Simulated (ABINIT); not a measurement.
# BAs (F-43m) in ABINIT: notebook

One crystal, BAs, is run at these levels: revPBE, PW91, WC; tasks: single point.

Everything below comes from runs of ABINIT 10.8.3 (patched build). Logs are shortened: lines on timing, memory, paths and dates and some standing lists are left out, and cuts for length are marked. The log counts tension as positive stress, the text compression.

## Step 1: Starting point

Symmetry: F-43m, No. 216, cubic system. Conventional cell: a = 4.777 Å, b = 4.777 Å, c = 4.777 Å, α = 90.00°, β = 90.00°, γ = 90.00°. Around As (site symmetry -43m) lie 4 B at 2.07 Å. B (site symmetry -43m) has 4 As at 2.07 Å as nearest neighbours.

## Step 2: Single point, revPBE

Input file run.abi:

```
# Pseudopotentials
pp_dirpath "./"
pseudos "As.GGA_PBE-JTH.xml, B.GGA_PBE-JTH.xml"

# Structure
acell 3.3778490937 3.3778490937 3.3778490937 Angstrom
rprim
     0.0000000000     0.7071067812     0.7071067812
     0.7071067812     0.0000000000     0.7071067812
     0.7071067812     0.7071067812     0.0000000000
ntypat 2
znucl 33 5
natom 2
typat 1 2
xred
     0.7500000000     0.7500000000     0.7500000000
     0.0000000000     0.0000000000     0.0000000000

# Plane-wave basis
ecut 489.804952 eV
pawecutdg 36.0
pawxcdev 0

# k points
kptopt 1
ngkpt 10 10 10
nshiftk 1
shiftk 0.0 0.0 0.0

# Exchange and correlation
ixc 14

# Bands and occupations
nband 13
occopt 3
tsmear 0.00183747

# SCF cycle
nstep 100
tolvrs 1.0e-9

# Output
iomode 3
prtwf 0
prtden 0
prteig 0
prtebands 0
```

Potentials or basis: JTH PAW PBE v2.0.

Launch:

```bash
abinit run.abi > log 2>&1
```

run.abo:

```text
.Version 10.8.3 of ABINIT
 Symmetries : space group F-4 3 m (#216); Bravais cF (face-center cubic)
================================================================================
 Values of the parameters that define the memory need of the present run
     intxc =       0    ionmov =       0      iscf =      17    lmnmax =      18
     lnmax =       6     mgfft =      27  mpssoang =       3    mqgrid =    3001
     natom =       2  nloc_mem =       2    nspden =       1   nspinor =       1
    nsppol =       1      nsym =      24    n1xccc =       1    ntypat =       2
    occopt =       3   xclevel =       2
       mpw =         684          nfft =       19683          nkpt =          47
 PAW method is used; the additional fine FFT grid is defined by:
   mgfftf=        36    nfftf =     46656
================================================================================
================================================================================

--------------------------------------------------------------------------------
------------- Echo of variables that govern the present computation ------------
--------------------------------------------------------------------------------
 -outvars: echo values of preprocessed input variables --------
            acell      6.3832096817E+00  6.3832096817E+00  6.3832096817E+00 Bohr
              amu      7.49215900E+01  1.08110000E+01
             ecut      1.80000000E+01 Hartree
              ixc          14
         kptrlatt       10    0    0      0   10    0      0    0   10
          kptrlen      6.38320968E+01
            natom           2
            nband          13
            ngfft          27      27      27
          ngfftdg          36      36      36
             nkpt          47
            nstep         100
             nsym          24
           ntypat           2
           occopt           3
        pawecutdg      3.60000000E+01 Hartree
         pawxcdev           0
           prtden           0
        prtebands           0
           prteig           0
            prtwf           0
            rprim      0.0000000000E+00  7.0710678120E-01  7.0710678120E-01
                       7.0710678120E-01  0.0000000000E+00  7.0710678120E-01
                       7.0710678120E-01  7.0710678120E-01  0.0000000000E+00
          spgroup         216
           tolvrs      1.00000000E-09
           tsmear      1.83747000E-03 Hartree
            typat      1  2
           useylm           1
           xangst      3.5827500000E+00  3.5827500000E+00  3.5827500000E+00
                       0.0000000000E+00  0.0000000000E+00  0.0000000000E+00
            xcart      6.7704162777E+00  6.7704162777E+00  6.7704162777E+00
                       0.0000000000E+00  0.0000000000E+00  0.0000000000E+00
             xred      7.5000000000E-01  7.5000000000E-01  7.5000000000E-01
                       0.0000000000E+00  0.0000000000E+00  0.0000000000E+00
            znucl       33.00000    5.00000

================================================================================

 chkinp: Checking input parameters for consistency.

================================================================================
== DATASET  1 ==================================================================

--- !DatasetInfo
iteration_state: {dtset: 1, }
dimensions: {natom: 2, nkpt: 47, mband: 13, nsppol: 1, nspinor: 1, nspden: 1, mpw: 684, }
cutoff_energies: {ecut:  18.0, pawecutdg:  36.0, }
electrons: {nelect:   1.80000000E+01, charge:   0.00000000E+00, occopt:   3.00000000E+00, tsmear:   1.83747000E-03, }
meta: {optdriver: 0, ionmov: 0, optcell: 0, iscf: 17, paral_kgb: 0, }
...

 Exchange-correlation functional for the present dataset will be:
  GGA: revPBE functional - ixc=14
  Zhang and Yang, PRL 80, 890 (1998)

 Real(R)+Recip(G) space primitive vectors, cartesian coordinates (Bohr,Bohr^-1):
 R(1)=  0.0000000  4.5136109  4.5136109  G(1)= -0.1107761  0.1107761  0.1107761
 R(2)=  4.5136109  0.0000000  4.5136109  G(2)=  0.1107761 -0.1107761  0.1107761
 R(3)=  4.5136109  4.5136109  0.0000000  G(3)=  0.1107761  0.1107761 -0.1107761
 Unit cell volume ucvol=  1.8390873E+02 bohr^3
 Angles (23,13,12)=  6.00000000E+01  6.00000000E+01  6.00000000E+01 degrees

 Coarse grid specifications (used for wave-functions):

 getcut: wavevector=  0.0000  0.0000  0.0000  ngfft=  27  27  27
         ecut(hartree)=     18.000   => boxcut(ratio)=   2.13587

 Fine grid specifications (used for densities):

 getcut: wavevector=  0.0000  0.0000  0.0000  ngfft=  36  36  36
         ecut(hartree)=     36.000   => boxcut(ratio)=   2.08808

--- Pseudopotential description ------------------------------------------------
- pspini: atom type   1  psp file is ./As.GGA_PBE-JTH.xml
 Pseudopotential format is: paw10
 basis_size (lnmax)=  6 (lmn_size= 18), orbitals=   0   0   1   1   2   2
 Spheres core radius: rc_sph= 2.10391912
 Shapefunction is BESSEL type: shapef(r,l)=aa(1,l)*jl(q(1,l)*r)+aa(2,l)*jl(q(2,l)*r)
 Radius for shape functions =  1.70360438
 Compensation charge density is not taken into account in XC energy/potential

- pspini: atom type   2  psp file is ./B.GGA_PBE-JTH.xml
 Pseudopotential format is: paw10
 basis_size (lnmax)=  4 (lmn_size=  8), orbitals=   0   0   1   1
 Spheres core radius: rc_sph= 1.70616958
 Shapefunction is SIN type: shapef(r)=[sin(pi*r/rshp)/(pi*r/rshp)]**2
 Radius for shape functions =  1.40269776
 Compensation charge density is not taken into account in XC energy/potential

   4.97343271E+02                                ecore*ucvol(ha*bohr**3)
--------------------------------------------------------------------------------

================================================================================

--- !BeginCycle
iteration_state: {dtset: 1, }
solver: {iscf: 17, nstep: 100, nline: 4, wfoptalg: 10, }
tolerances: {tolvrs: 1.00E-09, }
...

     iter   Etot(hartree)      deltaE(h)  residm     nres2
 ETOT  1  -115.55858648228    -1.156E+02 5.228E+01 4.872E+00
 ETOT  2  -116.66712260802    -1.109E+00 3.750E-02 1.959E+00
 ETOT  3  -116.66164720602     5.475E-03 9.018E-02 6.312E-01
 ETOT  4  -116.66004767948     1.600E-03 6.656E-03 1.642E-02
 ETOT  5  -116.66010423568    -5.656E-05 1.926E-04 3.679E-03
 ETOT  6  -116.66015605293    -5.182E-05 1.357E-05 1.214E-03
 ETOT  7  -116.66015273745     3.315E-06 4.033E-06 9.370E-05
 ETOT  8  -116.66015279181    -5.436E-08 5.497E-07 2.512E-06
 ETOT  9  -116.66015280001    -8.201E-09 1.107E-07 1.362E-06
 ETOT 10  -116.66015279800     2.011E-09 1.199E-08 1.544E-08
 ETOT 11  -116.66015279827    -2.734E-10 3.419E-09 4.516E-09
 ETOT 12  -116.66015279832    -4.340E-11 3.994E-10 4.260E-09
 ETOT 13  -116.66015279830     1.519E-11 1.329E-10 2.348E-10

 At SCF step   13       nres2   =  2.35E-10 < tolvrs=  1.00E-09 =>converged.

 Cartesian components of stress tensor (hartree/bohr^3)
  sigma(1 1)= -1.61765843E-04  sigma(3 2)=  0.00000000E+00
  sigma(2 2)= -1.61765843E-04  sigma(3 1)=  0.00000000E+00
  sigma(3 3)= -1.61765843E-04  sigma(2 1)=  0.00000000E+00

--- !ResultsGS
iteration_state: {dtset: 1, }
comment   : Summary of ground state results
lattice_vectors:
- [  0.0000000,   4.5136109,   4.5136109, ]
- [  4.5136109,   0.0000000,   4.5136109, ]
- [  4.5136109,   4.5136109,   0.0000000, ]
lattice_lengths: [   6.38321,    6.38321,    6.38321, ]
lattice_angles: [ 60.000,  60.000,  60.000, ] # degrees, (23, 13, 12)
lattice_volume:   1.8390873E+02
convergence: {deltae:  1.519E-11, res2:  2.348E-10, residm:  1.329E-10, diffor: null, }
etotal    :  -1.16660153E+02
entropy   :   0.00000000E+00
fermie    :   2.84058184E-01
cartesian_stress_tensor: # hartree/bohr^3
- [ -1.61765843E-04,   0.00000000E+00,   0.00000000E+00, ]
- [  0.00000000E+00,  -1.61765843E-04,   0.00000000E+00, ]
- [  0.00000000E+00,   0.00000000E+00,  -1.61765843E-04, ]
pressure_GPa:   4.7593E+00
xred      :
- [  7.5000E-01,   7.5000E-01,   7.5000E-01, As]
- [  0.0000E+00,   0.0000E+00,   0.0000E+00,  B]
cartesian_forces: # hartree/bohr
- [  2.33031729E-31,   2.33031729E-31,  -6.99095187E-31, ]
- [ -2.33031729E-31,  -2.33031729E-31,   6.99095187E-31, ]
force_length_stats: {min:   7.72878809E-31, max:   7.72878809E-31, mean:   7.72878809E-31, }
...

 Integrated electronic density in atomic spheres:
 ------------------------------------------------
 Atom  Sphere_radius  Integrated_density
    1        2.10392         12.80441197
    2        1.70617          1.75250080

================================================================================

 ----iterations are completed or convergence reached----

 Mean square residual over all n,k,spin=   94.217E-14; max=  13.289E-11
 reduced coordinates (array xred) for    2 atoms
       0.750000000000      0.750000000000      0.750000000000
       0.000000000000      0.000000000000      0.000000000000
 rms dE/dt=  2.9750E-30; max dE/dt=  4.2073E-30; dE/dt below (all hartree)
    1       0.000000000000      0.000000000000      0.000000000000
    2      -0.000000000000     -0.000000000000      0.000000000000

 cartesian coordinates (angstrom) at end:
    1      3.58275000003832     3.58275000003832     3.58275000003832
    2      0.00000000000000     0.00000000000000     0.00000000000000

 cartesian forces (hartree/bohr) at end:
    1      0.00000000000000     0.00000000000000    -0.00000000000000
    2     -0.00000000000000    -0.00000000000000     0.00000000000000
 frms,max,avg= 4.4622179E-31 6.9909519E-31   0.000E+00  0.000E+00  0.000E+00 h/b

 cartesian forces (eV/Angstrom) at end:
    1      0.00000000000000     0.00000000000000    -0.00000000000000
    2     -0.00000000000000    -0.00000000000000     0.00000000000000
 frms,max,avg= 2.2945647E-29 3.5948920E-29   0.000E+00  0.000E+00  0.000E+00 e/A
 length scales=  6.383209681739  6.383209681739  6.383209681739 bohr
              =  3.377849093700  3.377849093700  3.377849093700 angstroms
 Fermi (or HOMO) energy (hartree) =   0.28406   Average Vxc (hartree)=  -0.38136
 Eigenvalues (hartree) for nkpt=  47  k points:
 kpt#   1, nband= 13, wtk=  0.00100, kpt=  0.0000  0.0000  0.0000 (reduced coord)
  -1.05427   -1.05427   -1.05427   -1.05361   -1.05361   -0.30369    0.26263    0.26263
   0.26263    0.38289    0.38289    0.38289    0.43426
      occupation numbers for kpt#   1
   2.00000    2.00000    2.00000    2.00000    2.00000    2.00000    1.99998    1.99998
   1.99998    0.00000    0.00000    0.00000    0.00000
 prteigrs : prtvol=0 or 1, do not print more k-points.

--- !EnergyTerms
iteration_state     : {dtset: 1, }
comment             : Components of total free energy in Hartree
kinetic             :  5.67808371044061E+00
hartree             :  3.32837316024399E+01
xc                  : -3.28680468963249E+00
Ewald energy        : -6.34210613324058E+01
psp_core            :  2.70429404356616E+00
local_psp           : -9.01449536572737E+01
PAW spherical_terms : -1.47344152296670E+00
internal            : -1.16660151845832E+02
'-kT*entropy'       : -2.55344893886424E-09
total_energy        : -1.16660151848385E+02
total_energy_eV     : -3.17448445146121E+03
...

--- !EnergyTermsDC
iteration_state     : {dtset: 1, }
comment             : '"Double-counting" decomposition of free energy'
band_energy         : -1.03719484102235E+01
Ewald energy        : -6.34210613324058E+01
psp_core            :  2.70429404356616E+00
xc_dc               : -3.23733633090099E+01
PAW spherical_terms : -1.31980737876747E+01
internal            : -1.16660152795748E+02
'-kT*entropy'       : -2.55344893886424E-09
total_energy_dc     : -1.16660152798301E+02
total_energy_dc_eV  : -3.17448447730974E+03
...

--- !EnergyTermsWithPAWCore
iteration_state     : {dtset: 1, }
comment             : 'Components of total free energy, including PAW core contributions'
Total energy        : -2.28601075419547E+03
Total energy DC     : -2.28601075514539E+03
Total energy (eV)   : -6.22055215948793E+04
Total energy DC (eV): -6.22055216207278E+04
...

 Cartesian components of stress tensor (hartree/bohr^3)
  sigma(1 1)= -1.61765843E-04  sigma(3 2)=  0.00000000E+00
  sigma(2 2)= -1.61765843E-04  sigma(3 1)=  0.00000000E+00
  sigma(3 3)= -1.61765843E-04  sigma(2 1)=  0.00000000E+00

-Cartesian components of stress tensor (GPa)         [Pressure=  4.7593E+00 GPa]
- sigma(1 1)= -4.75931541E+00  sigma(3 2)=  0.00000000E+00
- sigma(2 2)= -4.75931541E+00  sigma(3 1)=  0.00000000E+00
- sigma(3 3)= -4.75931541E+00  sigma(2 1)=  0.00000000E+00

== END DATASET(S) ==============================================================
================================================================================

 -outvars: echo values of variables after computation  --------
            acell      6.3832096817E+00  6.3832096817E+00  6.3832096817E+00 Bohr
           etotal     -1.1666015280E+02
            fcart      2.3303172888E-31  2.3303172888E-31 -6.9909518665E-31
                      -2.3303172888E-31 -2.3303172888E-31  6.9909518665E-31
            rprim      0.0000000000E+00  7.0710678120E-01  7.0710678120E-01
                       7.0710678120E-01  0.0000000000E+00  7.0710678120E-01
                       7.0710678120E-01  7.0710678120E-01  0.0000000000E+00
           strten     -1.6176584283E-04 -1.6176584283E-04 -1.6176584283E-04
                       0.0000000000E+00  0.0000000000E+00  0.0000000000E+00
           xangst      3.5827500000E+00  3.5827500000E+00  3.5827500000E+00
                       0.0000000000E+00  0.0000000000E+00  0.0000000000E+00
             xred      7.5000000000E-01  7.5000000000E-01  7.5000000000E-01
                       0.0000000000E+00  0.0000000000E+00  0.0000000000E+00
 Calculation completed.
```

It took 15 s on 1 thread of Arm Neoverse V2, shared host; peak memory 0.1 GiB.

What came out:

```yaml
Free_energy: -3174.4845 eV
Pressure: 4.8 GPa
Band_gap_on_the_k_mesh: 1.20 eV, indirect (least direct gap 3.27 eV)
Valence_electrons_inside_the_program's_atomic_spheres: As 12.80; B 1.75
```

Caveat: the PAW data sets were made with another functional, which shifts forces and pressure a little. A k mesh can miss the band edges.

(Continued in part 2 of 2.)
